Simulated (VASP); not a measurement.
Input of a VASP 6.6.1 run:

Contents of INCAR:

```
PREC = Accurate
ENCUT = 520
EDIFF = 1E-7
ISMEAR = -1
SIGMA = 0.05
LREAL = F
LASPH = T
NELM = 150
ALGO = Normal
ISIF = 2
LWAVE = F
LCHARG = F
ISPIN = 2
MAGMOM = 2 2 2 2
LORBIT = 11
LMAXMIX = 4
GGA = PE
NBANDS = 30
```

The input KPOINTS:

```
regular mesh
0
Gamma
  12 12 4
```

The input POSCAR:

```
Co
1.0
    2.4705617809      0.0000000000      0.0000000000
   -1.2352808905      2.1395692639      0.0000000000
    0.0000000000      0.0000000000      8.0882338000
Co
4
Direct
    0.6662920000      0.3267340000      0.7428740000
   -0.0105800000      0.0020010000      0.4962430000
    0.3475060000      0.6953560000      0.2541610000
    0.0164810000     -0.0018140000     -0.0066470000
```

Potentials or basis: VASP PAW PBE potentials, release 64 (Co).

Launch:

```sh
$ cat potpaw_PBE.64/Co/POTCAR > POTCAR
$ mpirun -np 1 vasp_std > vasp.out
```

Problem. What does it give for the band gap on the k mesh?

Solution. None (metal or under the smearing width).

Problem. What does it give for the pressure?

Solution. 4.3 GPa.

Problem. What does it give for the net moment?

Solution. 6.57 μB per cell.

Problem. Predict the largest force.

Solution. 0.726 eV/Å.

Stress tensor (GPa, compression positive):
```
 6.21 -0.01 -0.02
-0.01  4.47  0.28
-0.02  0.28  2.33
```
